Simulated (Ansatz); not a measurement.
Ionic part of the dielectric constant of BeH2, mode by mode

All numbers below come from Ansatz 0.2.0, DFT PBE, scalar-relativistic, plane waves, PAW. Cutoff 420 eV, 6×6×6 k-points (Γ-centred), fixed occupations. No spin polarisation. Phonons by linear response, acoustic sum rule imposed.

Space group I-43m (No. 217), cubic, a = 7.152 Å. Around Be lie 4 H at 1.43 Å; H has 2 Be at 1.43 Å.

The structure comes from a generated guess, relaxed at this level; another structure or a mixture of phases may lie lower.

The primitive cell has V = 182.94 Å³ and ε∞,yy = 2.595. Each polar mode adds Δε = (4.92064×10⁷/V)·S/ν² along y, with S its oscillator strength in e²/amu, ν in cm⁻¹ and V in Å³.

**Question.** From these modes, find each Δε and ε0,yy.
```tsv
ν (cm⁻¹)	S_yy (e²/amu)
287.03	0.01083
470.96	0.00011
559.02	0.0854
625.53	0.7343
1250.48	0.7527
1287.40	0.01038
1947.93	3.752
```

**Answer.**
```
ν (cm⁻¹)    Δε
  287.03  0.04
  470.96  0.00
  559.02  0.07
  625.53  0.50
 1250.48  0.13
 1287.40  0.00
 1947.93  0.27
```

The sum is 1.01, so ε0,yy = 3.61; the run's tensor has 3.61.
